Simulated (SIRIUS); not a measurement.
PtS2:

```
CELL_PARAMETERS angstrom
3.54320 0.00000 0.00000
-1.77160 3.06850 0.00000
0.00000 0.00000 5.03880
ATOMIC_POSITIONS crystal
Pt 0.99943 0.99349 0.01005
S 0.66718 0.33107 0.77169
S 0.33506 0.67148 0.23435
```

The cell isn't the ideal one: atoms moved at random.

| Property | Result |
| --- | --- |
| Program | SIRIUS 7.12.0 |
| Task | relaxation of the atoms |
| Functional | PBE |
| Dispersion | D3(BJ) |
| Potentials or basis | all-electron FP-LAPW |
| Cutoff | 252 eV |
| Basis | apw+lo standard |
| k mesh | 4 × 4 × 2 |
| Occupations | fermi-dirac, width 0.05 eV |
| Spin | no spin polarisation |

At the start: volume 18.26 Å³/atom.

Task: Where does the relaxation end?

Result: Over 6 steps the energy falls by 32.6 meV/atom; space group P-3m1 (No. 164, to 0.05 Å).

The path:
```csv
step,energy change (eV),largest force (eV/Å)
1,0.0000,1.4730
2,-0.0422,1.0485
3,-0.0917,0.3384
4,-0.0953,0.2179
5,-0.0975,0.1036
6,-0.0978,0.0249
```

Final structure:
```
CELL_PARAMETERS angstrom
3.54320 0.00000 0.00000
-1.77160 3.06850 0.00000
0.00000 0.00000 5.03880
ATOMIC_POSITIONS crystal
Pt 0.00060 0.99889 0.00522
S 0.66715 0.33180 0.75952
S 0.33392 0.66538 0.25134
```

Caveat: the k mesh is coarse (spacing up to 0.62 Å⁻¹), so the values aren't converged.
